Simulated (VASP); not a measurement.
Input of a VASP 6.6.1 run:

Contents of INCAR:

```
  PREC = Accurate
  ENCUT = 600
  EDIFF = 1E-7
  ISMEAR = 0
  SIGMA = 0.02
  LREAL = F
  LASPH = T
  NELM = 100
  ALGO = Normal
  ISIF = 3
  LWAVE = F
  LCHARG = F
  GGA = PE
  IBRION = 2
  NSW = 100
  EDIFFG = -0.005
```

Contents of KPOINTS:

```
Automatic mesh
0
Gamma
  12 12 4
```

POSCAR

```
BN
1.0
    2.5022255373      0.0000000000      0.0000000000
   -1.2511127686      2.1669908813      0.0000000000
    0.0000000000      0.0000000000      6.7656542400
B N
2 2
Direct
    0.0000000000      0.0000000000      0.0000000000
    0.3333333300      0.6666666700      0.5000000000
    0.3333333300      0.6666666700      0.0000000000
    0.6666666700      0.3333333300      0.5000000000
```

Potentials or basis: VASP PAW PBE potentials, release 64 (B, N).

The run is started by

```bash
$ cat potpaw_PBE.64/B/POTCAR potpaw_PBE.64/N/POTCAR > POTCAR
$ mpirun -np 1 vasp_std > vasp.out
```

(1) Predict the relaxed cell.

(2) Estimate the band gap on the k mesh.

(3) Predict the space group after relaxing (to 0.05 Å).

Answers

(1) a = 2.512 Å, b = 2.512 Å, c = 7.731 Å, α = 90.00°, β = 90.00°, γ = 120.00°.

(2) 4.52 eV, indirect (least direct gap 4.61 eV).

(3) P-6m2 (No. 187).
